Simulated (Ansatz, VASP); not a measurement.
## I in VASP and in Ansatz

File INCAR:

```
PREC = Accurate
ENCUT = 520
EDIFF = 1E-6
ISMEAR = 0
SIGMA = 0.1
LREAL = F
LASPH = T
NELM = 100
ALGO = Normal
ISIF = 2
LWAVE = F
LCHARG = T
GGA = PE
ALDAC = 0.0
AGGAC = 0.0
LELF = T
LVHAR = T
NBANDS = 10
```

File KPOINTS:

```
regular mesh
0
Gamma
  11 11 11
```

The input POSCAR:

```
I
1.0
   -1.6174560000      1.6174560000      4.2648080000
    1.6174560000     -1.6174560000      4.2648080000
    1.6174560000      1.6174560000     -4.2648080000
I
1
Direct
    0.0000000000      0.0000000000      0.0000000000
```

Contents of input.yaml:

```yaml
crystal:
  lattice:
    - [-1.617456, 1.617456, 4.264808]
    - [1.617456, -1.617456, 4.264808]
    - [1.617456, 1.617456, -4.264808]
  atoms:
    - { symbol: I, position: [0.0, 0.0, 0.0] }
hamiltonian:
  xc: { exchange: pbe, correlation: none }
  pseudopotentials: { kind: paw, partial_waves: polarizable }
kpoints:
  mp_grid: { grid: [11, 11, 11] }
  band_path:
    path:
      - [[0.0, 0.0, 0.0], [-0.5, 0.5, 0.0], [-0.5, 0.5, -0.0719177326], [-0.2859588663, 0.2859588663, -0.2859588663], [0.0, 0.0, 0.0], [0.5, 0.5, -0.5], [0.2859588663, 0.7140411337, -0.7140411337], [0.0, 0.5, -0.5], [-0.25, 0.75, -0.25], [0.0719177326, 0.9280822674, -0.5], [0.5, 0.5, -0.5]]
      - [[-0.5, 0.5, 0.0], [-0.25, 0.75, -0.25]]
    npoints: 14
scf:
  occupations: { method: gaussian, width: 0.1 }
  n_extra_bands: 6
  algorithm: direct_min
output:
  forces: true
  stress: true
  eigenvalues: true
  fatbands: false
  write_density: true
  write_potential: true
  elf: true
  volumetric_format: npy
basis:
  ecutrho_ratio: 8
```

Alike in both runs: functional PBE exchange alone; k mesh 11 × 11 × 11; occupations gaussian, width 0.1 eV; no spin polarisation.

|  | VASP | Ansatz |
| --- | --- | --- |
| version | VASP 6.6.1 | Ansatz 0.2.0 |
| potentials or method | VASP PAW PBE potentials, release 64 (I) | Ansatz PAW polarizable |
| plane-wave cutoff (eV) | 520 | 420 |
| valence electrons in the cell | 7 | 17 |
| task | single point | band structure |

```tsv
	VASP	Ansatz	Ansatz less VASP
gap on the k mesh at the Fermi level (eV)	none	none	-
pressure (GPa)	5.1	5.1	0.00
largest component of the traceless stress (GPa)	3.19	3.20	+0.006
```

A gap of «none» marks a metal or a gap that the smearing closes. The two sets of potentials don't hold the same shells in valence.

Caveats: an odd number of electrons without spin polarisation forces a metal; a magnetic or distorted state may lie lower; spin-orbit coupling is left out, which moves the levels of the heavy elements (Ansatz); the PAW data sets come from PBE, with cores solved anew for the run's functional, which leaves a small shift of forces and pressure (Ansatz). Spin-orbit coupling is left out, which matters for the levels of I.
